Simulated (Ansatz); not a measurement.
**Ga on an In site in InP**

These are results of DFT PBE, scalar-relativistic, plane waves, PAW (Ansatz), not measurements. (420 eV cutoff, 4×4×4 k-mesh, Gaussian smearing of 0.02 eV, collinear spin in charge +1, -1 alone)

Host crystal, relaxed:

```
In P
1.0
     0.00000    2.97989    2.97989
     2.97989    0.00000    2.97989
     2.97989    2.97989    0.00000
In P
1 1
Cartesian
  0.0000 0.0000 0.0000
  1.4899 1.4899 1.4899
```

Supercell of 16 atoms, rows in host cell vectors: 0 -2 2; 0 0 2; -2 0 2. Atoms relax at the host's cell, keeping the symmetry that the supercell leaves at the site. The cell is small, so energies carry finite-size errors of tenths of an eV. The host's Kohn–Sham gap is 0.44 eV.

Starting moments were lost in some runs.

Defect: Ga on an In site at (0.000, 0.000, 0.000) of the host cell, charge 0.

Q: Give the relaxed supercell.

A:
```
CELL_PARAMETERS angstrom
0.00000 5.95979 -5.95979
5.95979 5.95979 0.00000
5.95979 0.00000 -5.95979
ATOMIC_POSITIONS crystal
Ga 0.50000 0.50000 0.00000
In 0.49983 0.00017 0.99983
In 0.00017 0.49983 0.99983
In 0.00017 0.00017 0.99983
In 0.49983 0.49983 0.50017
In 0.49983 0.00017 0.50017
In 0.00017 0.49983 0.50017
In 0.00000 0.00000 0.50000
P 0.38008 0.38008 0.35975
P 0.37479 0.87507 0.37507
P 0.87507 0.37479 0.37507
P 0.87507 0.87507 0.37507
P 0.38008 0.38008 0.88008
P 0.38008 0.85975 0.88008
P 0.85975 0.38008 0.88008
P 0.87507 0.87507 0.87479
```
Around the defect: 4 P at 2.48 Å. The run ended with a moment of 0.00 μB (no spin polarisation).